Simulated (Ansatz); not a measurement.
# Mo (Im-3m) in Ansatz: convergence with wavefunction cutoff

Aim: find how far wavefunction cutoff must go before the results for Mo settle, at r2SCAN. This setting moves, with any that are tied to it; all else stays.

Program: Ansatz 0.2.0. These are calculated values, not measurements. Logs are shortened: lines on timing, memory, paths and dates and some standing lists are left out, and cuts for length are marked.

### 1 The structure

Symmetry: Im-3m, No. 229, cubic system. The conventional cell has a = 3.168 Å, b = 3.168 Å, c = 3.168 Å, α = 90.00°, β = 90.00°, γ = 90.00°. Around Mo (site symmetry m-3m) lie 8 Mo at 2.74 Å.

### 2 With wavefunction cutoff 200 eV

File input.yaml:

```yaml
crystal:
  lattice:
    - [-1.5838089719, 1.5838089719, 1.5838089719]
    - [1.5838089719, -1.5838089719, 1.5838089719]
    - [1.5838089719, 1.5838089719, -1.5838089719]
  atoms:
    - { symbol: Mo, position: [0.0, 0.0, 0.0] }
hamiltonian:
  xc: r2scan
  pseudopotentials: { kind: paw }
kpoints:
  mp_grid: { grid: [10, 10, 10] }
scf:
  occupations: { method: fermi_dirac, width: 0.1 }
output:
  forces: true
  stress: true
  eigenvalues: true
basis:
  ecutwfc: "200 eV"
```

Potentials or basis: Ansatz PAW.

Started as:

```
$ ansatz run input.yaml --threads 2 --pin off --max-ram 5632MiB --backend cpu --events-out ev --progress --plain --runs-dir out
```

Standard output:

```text
Warning: basis.ecutwfc = 200 eV is below the records' recommended 500 eV, and the density's cutoff is lower with it unless basis.ecutrho_ratio is high enough to keep the records' density cutoff: compare with a run at a higher cutoff
Warning: RAYON_NUM_THREADS=2 ignored (pool sized by the plan → 2); use --threads N
Engine: ansatz 0.2.0, x86_64-unknown-linux-gnu
Pseudopotentials: kind: paw
Pseudopotential: Mo, paw, valence charge 14, recommended cutoff 500 eV (meta_gga), Mo.paw.azcp
Functional definition: r2SCAN
  parameter k0 = 0.174
  parameter k1 = 0.065
  parameter a1 = 4.9479
  exchange = r2scan_x(k0 = k0, k1 = k1, a1 = a1)
  correlation = r2scan_c
Crystal: 1 atoms, lattice volume = 15.892 Å³
Basis set: ecut = 200 eV, 87 PW (Γ), exchange–correlation on 60×60×60 points (64 copies of the dense FFT grid, shifted against one another)
Bands: 11, of which v1, the nominal top of the filled ones, is band 7 counted from 1 (6 counted from 0)
Symmetry: 48 space group operations
Space group: Im-3m (ITA 229), of the structure as read, at distance tolerance 2.5e-5 Å
k-points: 47 of 1000
Non-local potential: Mo, projectors of the file, l = 0: 3, l = 1: 2, l = 2: 2, l = 3: 1
PAW form: soft (Blöchl's): semilocal exchange-correlation on the pseudo side does not see the compensation charge
PAW frozen core: Mo, regenerated for the run's functional (the file was generated under x = pbe(κ = 0.804, μ = 0.2195149727645171), c = pbe(β = 0.06672455060314922))
PAW one-centre angular grid: Mo, 590 points (default); XC on 160 Gauss nodes
Initial density: superposition of atomic densities (neutral atoms: chi_scale 0, normalization atom), corrected by the library's trained network
Initial wavefunctions: pseudopotential atomic-orbital guess
Functional: x = r2scan, c = r2scan; τ floored in thin density (d = 2e-4 eV/Å³)
SCF iter   1: F=—  HF=-4964.098389 eV  |F-HF|=—  |Δ(HF+E_count)|=         —  Δρ=7.65e-2  dr2=5.14e-1  dr2_τ=3.18e-1  ethr=1.77e-3  ⟨swp⟩=5.0  Hψ=2756  notcnv=0
preconditioner: auto → none  [metal: Δε(μ)=0.064 eV  Ē_g=8.803 eV  σ=0.100 eV  W_gap=0.16  n_scr=0 (ndim 8)  ℏωp=22.8 eV  f_vac=0.000  D(μ)=1.01/eV (n_scr^D=12)]
SCF iter   2: F=—  HF=-4963.890987 eV  |F-HF|=—  |Δ(HF+E_count)|=   2.07e-1  Δρ=2.65e-2  dr2=3.08e-2  dr2_τ=7.71e-3  ethr=1.77e-3  ⟨swp⟩=2.4  Hψ=1369  notcnv=0  defer=1
SCF iter   3: F=—  HF=-4963.893183 eV  |F-HF|=—  |Δ(HF+E_count)|=   2.20e-3  Δρ=1.05e-2  dr2=5.01e-3  dr2_τ=1.65e-3  ethr=2.20e-4  ⟨swp⟩=1.0  Hψ=516  notcnv=0  defer=1
SCF iter   4: F=—  HF=-4963.894193 eV  |F-HF|=—  |Δ(HF+E_count)|=   1.01e-3  Δρ=3.17e-4  dr2=7.90e-6  dr2_τ=5.18e-7  ethr=3.58e-5  ⟨swp⟩=1.3  Hψ=547  notcnv=0  defer=1
SCF iter   5: F=—  HF=-4963.894197 eV  |F-HF|=—  |Δ(HF+E_count)|=   3.87e-6  Δρ=3.78e-5  dr2=1.12e-7  dr2_τ=2.31e-8  ethr=5.64e-8  ⟨swp⟩=2.4  Hψ=778  notcnv=0  defer=1
SCF iter   6: F=-4963.894197 eV  HF=-4963.894197 eV  |F-HF|=6.69e-10  |Δ(HF+E_count)|=   3.54e-8  Δρ=3.43e-6  dr2=1.68e-9  dr2_τ=1.31e-10  ethr=7.14e-10  ⟨swp⟩=4.7  Hψ=2059  notcnv=0
SCF 1 converged in 6 iterations: F = -4963.894197 eV  dr2 = 1.68e-9
SCF converged after 6 iterations
Free energy (F): -4963.894197 eV
Harris-Foulkes:  -4963.894197 eV  (|F-HF|=6.69e-10)
Internal energy: -4963.860268 eV  (E = F + TS)
E sigma→0 (E₀):  -4963.877233 eV
Entropy (-TS):   -0.033929 eV (-33.929 meV/atom)
Fermi energy:    20.892506 eV
--- Per-component energies (eV) ---
  E_band       = -77.493402
  E_kinetic    = 440.637045
  E_local      = -778.267200  (includes V_loc(G=0)·N_el)
  E_nonlocal   = 134.873742
  E_hartree    = 252.687004
  E_xc         = -178.440480
  E_vxc        = -256.015355  (∫ρ·V_xc dr)
  E_paw        = -3213.860740  (= ΣΔE_a)
  E_vpaw       = -140.844302  (= ΣTr[D̂ρ^β])
  E_aug_tail   = 0.000258  (compensation charges beyond the density's cutoff)
  E_vtau       = 16.747254  (kinetic-family band-sum trace: ∫τ·v_τ [+ j·A + Jᵃ·Aᵃ] dr)
  E_ewald      = -1621.268694
  E_core_change = -0.221204  (= ΣΔE_core)
  E_smearing   = -0.033929  (= −TS)
  E_closure    = -0.000000  (closes the sum)
  Σ components = -4963.894197   (vs F -4963.894197, Δ=0.00e0)
--- Forces (eV/Å), atoms counted from 1 ---
  atom   1  Mo    -0.00000000     0.00000000    -0.00000000
  max |Σ_I F_I| component: 3.49e-32 eV/Å
--- Stress (GPa, compression-positive) ---
       -1.847884       0.000000       0.000000
       -0.000000      -1.847884      -0.000000
        0.000000      -0.000000      -1.847884
  P = ⅓ Tr σ = -1.8479 GPa (-18.479 kbar)
--- Band table (eV; the first three rows and the last of 47) ---
  k-point 0: bands = ["-43.5972", "-15.4092", "-15.4092", "-15.4092", "13.0965", "19.8155", "19.8155", "19.8155", "22.8265", "22.8265", "36.2888"]
  k-point 1: bands = ["-43.5798", "-15.7842", "-15.4998", "-15.4327", "13.5341", "19.4734", "19.5038", "19.9822", "22.4730", "22.6733", "36.5865"]
  k-point 2: bands = ["-43.5255", "-16.1934", "-15.7786", "-15.5310", "14.6245", "18.6628", "19.1959", "21.0022", "22.0724", "22.6392", "36.7474"]
  k-point 46: bands = ["-43.1938", "-16.7901", "-16.7901", "-16.7901", "15.0956", "15.0956", "24.3762", "24.3762", "24.3762", "30.1486", "30.1486"]
```

Run time: 1.3 s. Hardware: 2 threads of Intel Xeon at 2.50GHz (Skylake/Cascade Lake), shared host; peak memory 0.29 GiB.

What came out:

```
Free energy            : -4963.8942 eV
Pressure               : -1.8 GPa
Band gap on the k mesh : none (metal or under the smearing width)
```

### 3 With wavefunction cutoff 250 eV

Edit input.yaml of step 2 so:

```diff
@@ -19,2 +19,2 @@
 basis:
-  ecutwfc: "200 eV"
+  ecutwfc: "250 eV"
```

Potentials or basis: Ansatz PAW.

Started as:

```
$ ansatz run input.yaml --threads 2 --pin off --max-ram 5632MiB --backend cpu --events-out ev --progress --plain --runs-dir out
```

It took 1.4 s on 2 threads of Intel Xeon at 2.50GHz (Skylake/Cascade Lake), shared host; peak memory 0.29 GiB.

Results:

```yaml
Free_energy: -4967.0392 eV
Pressure: -4.3 GPa
Band_gap_on_the_k_mesh: none (metal or under the smearing width)
```

### 4 With wavefunction cutoff 300 eV

Edit input.yaml of step 3 so:

```diff
@@ -19,2 +19,2 @@
 basis:
-  ecutwfc: "250 eV"
+  ecutwfc: "300 eV"
```

Started as:

```
$ ansatz run input.yaml --threads 2 --pin off --max-ram 5632MiB --backend cpu --events-out ev --progress --plain --runs-dir out
```

Run time: 1.4 s. Hardware: 2 threads of Intel Xeon at 2.50GHz (Skylake/Cascade Lake), shared host; peak memory 0.29 GiB.

What came out:

| Property | Result |
| --- | --- |
| Free energy | -4967.5187 eV |
| Pressure | -4.6 GPa |
| Band gap on the k mesh | none (metal or under the smearing width) |

### 5 With wavefunction cutoff 350 eV

Edit input.yaml of step 4 so:

```diff
@@ -19,2 +19,2 @@
 basis:
-  ecutwfc: "300 eV"
+  ecutwfc: "350 eV"
```

Started as:

```
$ ansatz run input.yaml --threads 2 --pin off --max-ram 5632MiB --backend cpu --events-out ev --progress --plain --runs-dir out
```

It took 1.6 s on 2 threads of Intel Xeon at 2.50GHz (Skylake/Cascade Lake), shared host; peak memory 0.3 GiB.

What came out:

```
Free energy            : -4967.5789 eV
Pressure               : -4.3 GPa
Band gap on the k mesh : none (metal or under the smearing width)
```

### 6 With wavefunction cutoff 400 eV

Edit input.yaml of step 5 so:

```diff
@@ -19,2 +19,2 @@
 basis:
-  ecutwfc: "350 eV"
+  ecutwfc: "400 eV"
```

Potentials or basis: Ansatz PAW.

Started as:

```
$ ansatz run input.yaml --threads 2 --pin off --max-ram 5632MiB --backend cpu --events-out ev --progress --plain --runs-dir out
```

It took 1.6 s on 2 threads of Intel Xeon at 2.50GHz (Skylake/Cascade Lake), shared host; peak memory 0.3 GiB.

Results (log left out):

```
Free energy            : -4967.5853 eV
Pressure               : -4.2 GPa
Band gap on the k mesh : none (metal or under the smearing width)
```

### 7 With wavefunction cutoff 450 eV

Edit input.yaml of step 6 so:

```diff
@@ -19,2 +19,2 @@
 basis:
-  ecutwfc: "400 eV"
+  ecutwfc: "450 eV"
```

Started as:

```
$ ansatz run input.yaml --threads 2 --pin off --max-ram 5632MiB --backend cpu --events-out ev --progress --plain --runs-dir out
```

It took 1.8 s on 2 threads of Intel Xeon at 2.50GHz (Skylake/Cascade Lake), shared host; peak memory 0.31 GiB.

It converged, with:

```yaml
Free_energy: -4967.5869 eV
Pressure: -4.2 GPa
Band_gap_on_the_k_mesh: none (metal or under the smearing width)
```

### 8 With wavefunction cutoff 500 eV

Edit input.yaml of step 7 so:

```diff
@@ -19,2 +19,2 @@
 basis:
-  ecutwfc: "450 eV"
+  ecutwfc: "500 eV"
```

Started as:

```
$ ansatz run input.yaml --threads 2 --pin off --max-ram 5632MiB --backend cpu --events-out ev --progress --plain --runs-dir out
```

It took 2.3 s on 2 threads of Intel Xeon at 2.50GHz (Skylake/Cascade Lake), shared host; peak memory 0.34 GiB.

Results (log left out):

```
Free energy            : -4967.5882 eV
Pressure               : -4.2 GPa
Band gap on the k mesh : none (metal or under the smearing width)
```

### 9 With wavefunction cutoff 600 eV

Edit input.yaml of step 8 so:

```diff
@@ -19,2 +19,2 @@
 basis:
-  ecutwfc: "500 eV"
+  ecutwfc: "600 eV"
```

Potentials or basis: Ansatz PAW.

Started as:

```
$ ansatz run input.yaml --threads 2 --pin off --max-ram 5632MiB --backend cpu --events-out ev --progress --plain --runs-dir out
```

It took 2.3 s on 2 threads of Intel Xeon at 2.50GHz (Skylake/Cascade Lake), shared host; peak memory 0.35 GiB.

It converged, with:

| Item | Value |
| --- | --- |
| Free energy | -4967.5901 eV |
| Pressure | -4.2 GPa |
| Band gap on the k mesh | none (metal or under the smearing width) |

### 10 With wavefunction cutoff 800 eV

Edit input.yaml of step 9 so:

```diff
@@ -19,2 +19,2 @@
 basis:
-  ecutwfc: "600 eV"
+  ecutwfc: "800 eV"
```

Started as:

```
$ ansatz run input.yaml --threads 2 --pin off --max-ram 5632MiB --backend cpu --events-out ev --progress --plain --runs-dir out
```

Wall time 3 s (2 threads of Intel Xeon at 2.50GHz (Skylake/Cascade Lake), shared host); peak memory 0.38 GiB.

Results (log left out):

```yaml
Free_energy: -4967.5914 eV
Pressure: -4.2 GPa
Band_gap_on_the_k_mesh: none (metal or under the smearing width)
```

### 11 Summary

```tsv
wavefunction cutoff	energy less the tightest run, at zero smearing (meV/atom)	pressure (GPa)	SCF cycles	CPU time (s)	peak memory (GiB)
200 eV	3698.88	-1.85	6	1.8	0.29
250 eV	551.70	-4.32	6	1.9	0.29
300 eV	72.76	-4.55	6	2.1	0.29
350 eV	12.50	-4.28	6	2.3	0.3
400 eV	6.14	-4.22	6	2.4	0.3
450 eV	4.57	-4.21	6	2.7	0.31
500 eV	3.28	-4.19	6	3.5	0.34
600 eV	1.37	-4.17	6	3.7	0.35
800 eV	0.00	-4.19	6	5	0.38
```

Against the tightest run, the pressure stays within 0.1 GPa from 350 eV on. Not settled before the last step: the energy (to 1 meV/atom). The tightest run that finished is the yardstick and may itself not be fully converged.

Caveats: the PAW data sets come from PBE, with cores solved anew for the run's functional, which leaves a small shift of forces and pressure.
